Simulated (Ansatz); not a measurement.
## Ir: energy less free atoms and pressure against volume scale

Periodic Kohn-Sham DFT of a crystal at fixed atoms, scaled to volume_scale times the given cell; pressure positive in compression, energy less spherical unpolarised free atoms, largest_vzz the field gradient of largest size among the nuclei. The results are calculated, by Ansatz 0.2.0.

The cell before it is scaled or strained (space group Fm-3m, No. 225):
```
CELL_PARAMETERS angstrom
0.00000 1.91970 1.91970
1.91970 0.00000 1.91970
1.91970 1.91970 0.00000
ATOMIC_POSITIONS crystal
Ir 0.00000 0.00000 0.00000
```

Settings of every row: method all-electron LAPW; functional PBE; relativity scalar; k mesh 15x15x15; filling fermi-dirac; smearing width 0.05 eV; basis error target 0.5 meV/atom; nucleus gaussian.

Atom start moment: 0 on all atoms.

Limits: no spin-orbit coupling on heavy atoms.

| row | volume scale | V (Å³/atom) | energy less free atoms (eV/atom) | pressure (GPa) |
| --- | --- | --- | --- | --- |
| 1 | 0.94 | 13.3 | -9.1199 | 37.087 |
| 2 | 0.9405 | 13.307 | -9.1215 | 36.808 |
| 3 | 0.96 | 13.583 | -9.1759 | 26.545 |
| 4 | 0.98 | 13.866 | -9.2144 | 17.174 |
| 5 | 0.99 | 14.008 | -9.2276 | 12.887 |
| 6 | 1 | 14.149 | -9.2372 | 8.845 |
| 7 | 1.01 | 14.291 | -9.2433 | 5.036 |
| 8 | 1.02 | 14.432 | ? | ? |
| 9 | 1.04 | 14.715 | -9.2428 | -5.124 |
| 10 | 1.06 | 14.998 | -9.2285 | -10.953 |

Question: what energy less free atoms and pressure should row 8 give?

Worked fit of energy less free atoms. Take u = (V_r/V)^(2/3) − 1 with V_r = 14.008 Å³ an atom, which is twice the finite (Eulerian) strain; such expansions in the strain, on which the Birch-Murnaghan equation of state is built, carry the rest volume and the bulk modulus. The shown rows have u = 0.03518, 0.03482, 0.02075, 0.00682, 0, -0.00665, -0.01325, -0.03229, -0.0445. Least squares give energy less free atoms = −9.22765 + 1.6876 × u + 38.385 × u² + 20.1 × u³ eV/atom; a parabola predicts inner rows, each left out in turn, worse (root mean square 0.0003 against 4.4e-05 eV/atom). The rows lie off it by 0.0000, 0.0000, 0.0000, -0.0001, 0.0000, 0.0000, 0.0000, 0.0000, 0.0000. Its lowest point lies at u = -0.0224, or V = 14.49 Å³ an atom, and the curvature there gives the bulk modulus at fixed shape and fractions, B = (4/9)(1 + u)² E″(u)/V = 348 GPa. The withheld row has u = -0.01968, so the fit gives −9.22765 + 1.6876 × (-0.01968) + 38.385 × (-0.01968)² + 20.1 × (-0.01968)³ = -9.2461 eV/atom.

The calculation gave -9.2461 eV/atom. The fit meets it to the printed digit.

Worked fit of pressure. Take u = (V_r/V)^(2/3) − 1 with V_r = 14.008 Å³ an atom, which is twice the finite (Eulerian) strain; such expansions in the strain, on which the Birch-Murnaghan equation of state is built, carry the rest volume and the bulk modulus. The shown rows have u = 0.03518, 0.03482, 0.02075, 0.00682, 0, -0.00665, -0.01325, -0.03229, -0.0445. Least squares give pressure = 12.8774 + 617.721 × u + 1932.24 × u² + 1929 × u³ GPa; a parabola predicts inner rows, each left out in turn, worse (root mean square 0.03 against 0.01 GPa). The rows lie off it by 0.003, -0.003, 0.001, -0.007, 0.010, -0.009, 0.009, -0.005, 0.002 (root mean square 0.0063 GPa). The pressure vanishes at u = -0.0224, or V = 14.49 Å³ an atom, and there the bulk modulus at fixed shape and fractions is B = −V dP/dV = (2/3)(1 + u) dP/du = 348 GPa. The withheld row has u = -0.01968, so the fit gives 12.8774 + 617.721 × (-0.01968) + 1932.24 × (-0.01968)² + 1929 × (-0.01968)³ = 1.454 GPa.

The calculation gave 1.446 GPa. The fit lies 0.008 GPa (0.017 % of the column's range) above it; its largest miss of a shown row is 0.010 GPa.
